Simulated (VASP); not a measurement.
# CdO (Fm-3m) in VASP: band structure with PBE

Aim: the band structure of CdO with PBE.

Everything below comes from runs of VASP 6.6.1. Logs are shortened: lines on timing, memory, paths and dates and some standing lists are left out, and cuts for length are marked.

**1. Starting point**

It takes space group Fm-3m (No. 225, cubic). The conventional cell has a = 4.768 Å, b = 4.768 Å, c = 4.768 Å, α = 90.00°, β = 90.00°, γ = 90.00°. Around Cd (site symmetry m-3m) lie 6 O at 2.38 Å. O (site symmetry m-3m) is surrounded by 6 Cd at 2.38 Å.

**2. Band structure, PBE**

Input file INCAR:

```
  ALGO = Normal
  EDIFF = 1E-6
  ENCUT = 520
  GGA = PE
  ISIF = 2
  ISMEAR = 0
  LASPH = True
  LCHARG = False
  LREAL = False
  LWAVE = False
  NBANDS = 16
  NELM = 60
  PREC = Accurate
  SIGMA = 0.1
```

Input file KPOINTS:

```
k-points
0
Gamma
  16 16 16
```

Input file POSCAR:

```
CdO
1.0
    0.0000000000      2.3838380000      2.3838380000
    2.3838380000      0.0000000000      2.3838380000
    2.3838380000      2.3838380000      0.0000000000
Cd O
1 1
Direct
    0.0000000000      0.0000000000      0.0000000000
    0.5000000000      0.5000000000      0.5000000000
```

Input file KPOINTS_OPT:

```
path GXWKGLUWLK,UX
20
line-mode
reciprocal
 0.0000000000  0.0000000000  0.0000000000  G
 0.5000000000  0.0000000000  0.5000000000  X

 0.5000000000  0.0000000000  0.5000000000  X
 0.5000000000  0.2500000000  0.7500000000  W

 0.5000000000  0.2500000000  0.7500000000  W
 0.3750000000  0.3750000000  0.7500000000  K

 0.3750000000  0.3750000000  0.7500000000  K
 0.0000000000  0.0000000000  0.0000000000  G

 0.0000000000  0.0000000000  0.0000000000  G
 0.5000000000  0.5000000000  0.5000000000  L

 0.5000000000  0.5000000000  0.5000000000  L
 0.6250000000  0.2500000000  0.6250000000  U

 0.6250000000  0.2500000000  0.6250000000  U
 0.5000000000  0.2500000000  0.7500000000  W

 0.5000000000  0.2500000000  0.7500000000  W
 0.5000000000  0.5000000000  0.5000000000  L

 0.5000000000  0.5000000000  0.5000000000  L
 0.3750000000  0.3750000000  0.7500000000  K

 0.6250000000  0.2500000000  0.6250000000  U
 0.5000000000  0.0000000000  0.5000000000  X
```

Potentials or basis: VASP PAW PBE potentials, release 64 (Cd, O).

Run with:

```console
$ cat potpaw_PBE.64/Cd/POTCAR potpaw_PBE.64/O/POTCAR > POTCAR
$ mpirun -np 1 vasp_std > vasp.out
```

OUTCAR:

```text
EDIFF = 1E-6
   ENCUT = 520
   GGA = PE
   ISIF = 2
   ISMEAR = 0
   LASPH = True
   LREAL = False
   NELM = 60
   PREC = Accurate

 ion  position               nearest neighbor table
   1  0.000  0.000  0.000-   2 2.38   2 2.38   2 2.38   2 2.38   2 2.38   2 2.38
   2  0.500  0.500  0.500-   1 2.38   1 2.38   1 2.38   1 2.38   1 2.38   1 2.38

  LATTYP: Found a face centered cubic cell.
 ALAT       =     4.7676760000

  Lattice vectors:

 A1 = (   0.0000000000,   2.3838380000,   2.3838380000)
 A2 = (   2.3838380000,   0.0000000000,   2.3838380000)
 A3 = (   2.3838380000,   2.3838380000,   0.0000000000)

Analysis of symmetry for initial positions (statically):
=====================================================================
 Subroutine PRICEL returns:
 Original cell was already a primitive cell.

 Routine SETGRP: Setting up the symmetry group for a
 face centered cubic supercell.

 Subroutine GETGRP returns: Found 48 space group operations
 (whereof 48 operations were pure point group operations)
 out of a pool of 48 trial point group operations.

The static configuration has the point symmetry O_h .

Analysis of symmetry for dynamics (positions and initial velocities):
=====================================================================
 Subroutine PRICEL returns:
 Original cell was already a primitive cell.

 Routine SETGRP: Setting up the symmetry group for a
 face centered cubic supercell.

 Subroutine GETGRP returns: Found 48 space group operations
 (whereof 48 operations were pure point group operations)
 out of a pool of 48 trial point group operations.

The dynamic configuration has the point symmetry O_h .

 Subroutine INISYM returns: Found 48 space group operations
 (whereof 48 operations are pure point group operations),
 and found     1 'primitive' translations

----------------------------------------------------------------------------------------

                                     Primitive cell

  volume of cell :      27.0932

  direct lattice vectors                    reciprocal lattice vectors
     0.000000000  2.383838000  2.383838000    -0.209745796  0.209745796  0.209745796
     2.383838000  0.000000000  2.383838000     0.209745796 -0.209745796  0.209745796
     2.383838000  2.383838000  0.000000000     0.209745796  0.209745796 -0.209745796

  length of vectors
     3.371256030  3.371256030  3.371256030     0.363290376  0.363290376  0.363290376

  position of ions in fractional coordinates (direct lattice)
     0.000000000  0.000000000  0.000000000
     0.500000000  0.500000000  0.500000000

  ion indices of the primitive-cell ions
   primitive index   ion index
                 1           1
                 2           2

----------------------------------------------------------------------------------------

 KPOINTS: k-points

Automatic generation of k-mesh.
 Grid dimensions read from file:
 generate k-points for:   16   16   16

 Generating k-lattice:

  Cartesian coordinates                     Fractional coordinates (reciprocal lattice)
    -0.013109112  0.013109112  0.013109112     0.062500000  0.000000000  0.000000000
     0.013109112 -0.013109112  0.013109112     0.000000000  0.062500000  0.000000000
     0.013109112  0.013109112 -0.013109112     0.000000000  0.000000000  0.062500000

  Length of vectors
     0.022705649  0.022705649  0.022705649

  Shift w.r.t. Gamma in fractional coordinates (k-lattice)
     0.000000000  0.000000000  0.000000000

 Subroutine IBZKPT returns following result:
 ===========================================

 Found    145 irreducible k-points:

 Following reciprocal coordinates:
            Coordinates               Weight
  0.000000  0.000000  0.000000      1.000000
  0.062500  0.000000  0.000000      8.000000
  0.125000  0.000000  0.000000      8.000000
  0.187500  0.000000  0.000000      8.000000
  0.250000  0.000000  0.000000      8.000000
  0.312500  0.000000  0.000000      8.000000
[... 16 lines left out ...]
 -0.125000  0.062500  0.000000     24.000000
 -0.062500  0.062500  0.000000     12.000000
 [... further k-points ...]
   k-points           NKPTS =    145   k-points in BZ     NKDIM =    145   number of bands    NBANDS=     16
   number of dos      NEDOS =    301   number of ions     NIONS =      2
   total plane-waves  NPLWV =  21952
   dimension x,y,z NGX =    28 NGY =   28 NGZ =   28
   dimension x,y,z NGXF=    56 NGYF=   56 NGZF=   56
   ions per type =               1   1
   NGX,Y,Z   is equivalent  to a cutoff of  13.81, 13.81, 13.81 a.u.
   NGXF,Y,Z  is equivalent  to a cutoff of  27.62, 27.62, 27.62 a.u.
 SYSTEM =  unknown system
   PREC   = accura    normal or accurate (medium, high low for compatibility)
   ISTART =      0    job   : 0-new  1-cont  2-samecut
   ICHARG =      2    charge: 1-file 2-atom 10-const
   ISPIN  =      1    spin polarized calculation?
   LNONCOLLINEAR =      F non collinear calculations
   LSORBIT =      F    spin-orbit coupling
   LASPH  =      T    aspherical Exc in radial PAW
   ENCUT  =  520.0 eV  38.22 Ry    6.18 a.u.   6.27  6.27  6.27*2*pi/ulx,y,z
   NELM   =     60;   NELMIN=  2; NELMDL= -5     # of ELM steps
   EDIFF  = 0.1E-05   stopping-criterion for ELM
   LREAL  =      F    real-space projection
   EDIFFG = 0.1E-04   stopping-criterion for IOM
   NSW    =      0    number of steps for IOM
   IBRION =     -1    ionic relax: 0-MD 1-quasi-New 2-CG
   NFREE  =      0    steps in history (QN), initial steepest desc. (CG)
   ISIF   =      2    stress and relaxation
   ISYM   =      2    0-nonsym 1-usesym 2-fastsym
   POTIM  = 0.5000    time-step for ionic-motion
   TEBEG  =    0.0;   TEEND  =   0.0 temperature during run
   PSTRESS=    0.0 pullay stress
   NELECT =      18.0000    total number of electrons
   NUPDOWN=      -1.0000    fix difference up-down
   EMIN   =  10.00;   EMAX   =-10.00  energy-range for DOS
   EFERMI =   0.00;   METHOD = LEGACY
   ISMEAR =     0;   SIGMA  =   0.10  broadening in eV -4-tet -1-fermi 0-gaus
   EFERMI_NEDOS =   21; number of points for ismear=-14 and -15
   IALGO  =     38    algorithm
   IMIX   =      4    mixing-type and parameters
     AMIX     =   0.40;   BMIX     =  1.00
     AMIX_MAG =   1.60;   BMIX_MAG =  1.00
  volume/ion in A,a.u.               =      13.55        91.42
  Fermi-wavevector in a.u.,A,eV,Ry     =   1.428496  2.699465 27.764047  2.040600
  Thomas-Fermi vector in A             =   2.548551
   LORBIT       =      0    0 simple, 1 ext, 2 COOP (PROOUT), +10 PAW based schemes
   GGA     = PE    functional components
   LHFCALC =     F    Hartree Fock is set to
   AEXX    =    0.0000 exact exchange contribution
   IVDW    =     0    specifies the selected vdW correction
   LEPSILON=     F    determine dielectric tensor
   LRPA    =     F    only Hartree local field effects (RPA)
 non-spin polarized calculation
 Gauss-broadening in eV      SIGMA  =   0.10
  energy-cutoff  :      520.00
  volume of cell :       27.09
 maximum number of plane-waves:       748
 NGX is ok and might be reduce to    28
   NGX = 13   NGY = 13   NGZ = 13

 number of electron      17.9999994 magnetization

 Free energy of the ion-electron system (eV)
  ---------------------------------------------------
  ext. energy  EPLUGINS =         0.00000000
  ---------------------------------------------------
  free energy    TOTEN  =        -7.72792511 eV

  energy without entropy =       -7.72734423  energy(sigma->0) =       -7.72763467

 E-fermi :   1.7227     XC(G=0): -11.4552

 val. band max:        1.6958917965   @ k =   0.0625   0.0000   0.0000
 cond. band min:       1.8655474837   @ k =   0.0625   0.0625   0.0000
 fundamental gap:      0.1696556872
 Fermi energy:         1.7226608013

 k-point     1 :       0.0000    0.0000    0.0000
  band No.  band energies     occupation
      1     -15.4193      2.00000
      2      -4.9961      2.00000
      3      -4.9961      2.00000
      4      -4.9961      2.00000
      5      -4.7174      2.00000
      6      -4.7174      2.00000
[... 8 lines left out ...]
     15      19.2115      0.00000
     16      19.2115      0.00000

 k-point     2 :       0.0625    0.0000    0.0000
  band No.  band energies     occupation
      1     -15.3947      2.00000
      2      -5.0086      2.00000
      3      -4.9873      2.00000
      4      -4.9873      2.00000
      5      -4.7430      2.00000
      6      -4.7430      2.00000
[... 8 lines left out ...]
     15      19.4270      0.00000
     16      19.4270      0.00000

 k-point     3 :       0.1250    0.0000    0.0000
  band No.  band energies     occupation
      1     -15.3234      2.00000
      2      -5.0509      2.00000
      3      -4.9820      2.00000
      4      -4.9820      2.00000
      5      -4.7930      2.00000
      6      -4.7930      2.00000
[... 8 lines left out ...]
     15      19.7844      0.00000
     16      19.7844      0.00000

 k-point     4 :       0.1875    0.0000    0.0000
  band No.  band energies     occupation
      1     -15.2141      2.00000
      2      -5.1344      2.00000
      3      -5.0494      2.00000
      4      -5.0494      2.00000
      5      -4.7846      2.00000
      6      -4.7846      2.00000
[... 8 lines left out ...]
     15      20.2216      0.00000
     16      20.2216      0.00000
[... 324 lines left out ...]
 k-point    22 :      -0.1875    0.0625    0.0000
  band No.  band energies     occupation
      1     -15.1566      2.00000
      2      -5.1742      2.00000
      3      -5.1127      2.00000
      4      -5.0831      2.00000
      5      -4.8302      2.00000
      6      -4.6876      2.00000
[... 8 lines left out ...]
     15      19.4768      0.00000
     16      21.2958      0.00000

 k-point    23 :      -0.1250    0.0625    0.0000
  band No.  band energies     occupation
      1     -15.2720      2.00000
      2      -5.0729      2.00000
      3      -5.0140      2.00000
      4      -4.9825      2.00000
      5      -4.8902      2.00000
      6      -4.7259      2.00000
[... 8 lines left out ...]
     15      18.9205      0.00000
     16      20.8336      0.00000

 k-point    24 :      -0.0625    0.0625    0.0000
  band No.  band energies     occupation
      1     -15.3548      2.00000
      2      -5.0264      2.00000
      3      -4.9861      2.00000
      4      -4.9697      2.00000
      5      -4.8264      2.00000
      6      -4.7318      2.00000
[... 8 lines left out ...]
     15      18.4800      0.00000
     16      20.3316      0.00000

 [... further k-points ...]
[... 5 lines left out ...]
  --------------------------------------------------------------------------------------
  -------------------------------------------------------------------------------------
  Total        0.2055642      0.2055642      0.2055642     -0.0000000     -0.0000000     -0.0000000
  in kB       12.1561999     12.1561999     12.1561999     -0.0000000     -0.0000000     -0.0000000
  external PRESSURE =      12.1561999 kB  Pullay stress =       0.0000000 kB

 VOLUME and BASIS-vectors are now :
 -----------------------------------------------------------------------------
  energy-cutoff  :      520.00
  volume of cell :       27.09
      direct lattice vectors                 reciprocal lattice vectors
     0.000000000  2.383838000  2.383838000    -0.209745796  0.209745796  0.209745796
     2.383838000  0.000000000  2.383838000     0.209745796 -0.209745796  0.209745796
     2.383838000  2.383838000  0.000000000     0.209745796  0.209745796 -0.209745796

 POSITION                                       TOTAL-FORCE (eV/Angst)
 -----------------------------------------------------------------------------------
      0.00000      0.00000      0.00000        -0.000000      0.000000     -0.000000
      2.38384      2.38384      2.38384         0.000000     -0.000000      0.000000
 -----------------------------------------------------------------------------------
    total drift:                                0.000000      0.000000      0.000000

  FREE ENERGIE OF THE ION-ELECTRON SYSTEM (eV)
  ---------------------------------------------------
  free  energy   TOTEN  =        -7.7279251081 eV

  energy  without entropy=       -7.7273442333  energy(sigma->0) =       -7.72763467
```

It took 56 s on 1 thread of Intel Xeon Platinum 8559C (Emerald Rapids), shared host; peak memory 0.23 GiB.

What came out:

```
Free energy             : -7.7279 eV
Pressure                : 1.2 GPa
Band gap along the path : none (metal or under the smearing width)
```

Levels at the corners of the path, in eV from the Fermi level:
| point | band 5 | band 6 | band 7 | band 8 | band 9 | band 10 | band 11 | band 12 | band 13 | band 14 |
| --- | --- | --- | --- | --- | --- | --- | --- | --- | --- | --- |
| Γ | -6.44 | -6.44 | -1.26 | -1.26 | -1.26 | -0.59 | 14.84 | 16.65 | 16.65 | 16.65 |
| X | -6.10 | -5.84 | -4.11 | -2.18 | -2.18 | 3.62 | 8.29 | 10.98 | 12.91 | 12.91 |
| X | -6.10 | -5.84 | -4.11 | -2.18 | -2.18 | 3.62 | 8.29 | 10.98 | 12.91 | 12.91 |
| W | -6.10 | -5.93 | -2.88 | -2.88 | -1.86 | 5.66 | 8.69 | 8.69 | 10.37 | 18.31 |
| W | -6.10 | -5.93 | -2.88 | -2.88 | -1.86 | 5.66 | 8.69 | 8.69 | 10.37 | 18.31 |
| K | -6.18 | -6.08 | -3.27 | -2.80 | -1.24 | 5.12 | 8.36 | 8.40 | 12.52 | 15.26 |
| K | -6.18 | -6.08 | -3.27 | -2.80 | -1.24 | 5.12 | 8.36 | 8.40 | 12.52 | 15.26 |
| Γ | -6.44 | -6.44 | -1.26 | -1.26 | -1.26 | -0.59 | 14.84 | 16.65 | 16.65 | 16.65 |
| Γ | -6.44 | -6.44 | -1.26 | -1.26 | -1.26 | -0.59 | 14.84 | 16.65 | 16.65 | 16.65 |
| L | -6.22 | -6.22 | -3.79 | -0.09 | -0.09 | 4.34 | 6.93 | 11.65 | 11.65 | 17.23 |
| L | -6.22 | -6.22 | -3.79 | -0.09 | -0.09 | 4.34 | 6.93 | 11.65 | 11.65 | 17.23 |
| U | -6.18 | -6.08 | -3.27 | -2.80 | -1.24 | 5.12 | 8.36 | 8.40 | 12.52 | 15.26 |
| U | -6.18 | -6.08 | -3.27 | -2.80 | -1.24 | 5.12 | 8.36 | 8.40 | 12.52 | 15.26 |
| W | -6.10 | -5.93 | -2.88 | -2.88 | -1.86 | 5.66 | 8.69 | 8.69 | 10.37 | 18.31 |
| W | -6.10 | -5.93 | -2.88 | -2.88 | -1.86 | 5.66 | 8.69 | 8.69 | 10.37 | 18.31 |
| L | -6.22 | -6.22 | -3.79 | -0.09 | -0.09 | 4.34 | 6.93 | 11.65 | 11.65 | 17.23 |
| L | -6.22 | -6.22 | -3.79 | -0.09 | -0.09 | 4.34 | 6.93 | 11.65 | 11.65 | 17.23 |
| K | -6.18 | -6.08 | -3.27 | -2.80 | -1.24 | 5.12 | 8.36 | 8.40 | 12.52 | 15.26 |
| U | -6.18 | -6.08 | -3.27 | -2.80 | -1.24 | 5.12 | 8.36 | 8.40 | 12.52 | 15.26 |
| X | -6.10 | -5.84 | -4.11 | -2.18 | -2.18 | 3.62 | 8.29 | 10.98 | 12.91 | 12.91 |

Caveat: this crystal is a semiconductor, whose small gap the functional closes, so the metal is an error of the method.
